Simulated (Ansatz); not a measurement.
## ZnO: the gap under strain, fitted and tested

Plane-wave DFT in Ansatz, r2SCAN, scalar-relativistic PAW potentials, cutoff 500 eV, no spin-orbit coupling; no spin polarisation. ZnO in space group P6_3mc. Strain along c alone; the other axes held, atoms relaxed (conventional cell); Kohn–Sham gaps sought over the whole zone.

```csv
strain (%),space group,gap (eV)
-6.0,P6_3mc,1.390
-4.0,P6_3mc,?
-2.0,P6_3mc,1.290
+0.0,P6_3mc,1.238
+2.0,P6_3mc,1.181
+4.0,P6_3mc,1.118
+6.0,P6_3mc,1.049
```

Task: Fit the given gaps and predict the missing one.

Result: Next to zero the slopes are -26 meV per % on the compressed side and -28 on the stretched side. No break shows at zero, so all given rows go into a parabola: E_g = 1.238 -0.0282 ε -0.00051 ε² eV (ε in %; scatter 1 meV). At -4.0 % this gives 1.343 eV; the run gave 1.340 eV, 3 meV away. The fit holds.

Cost: about 9.7 core-minutes for the runs cited, on Intel Xeon Platinum 8259CL (Skylake/Cascade Lake) (shared hosts).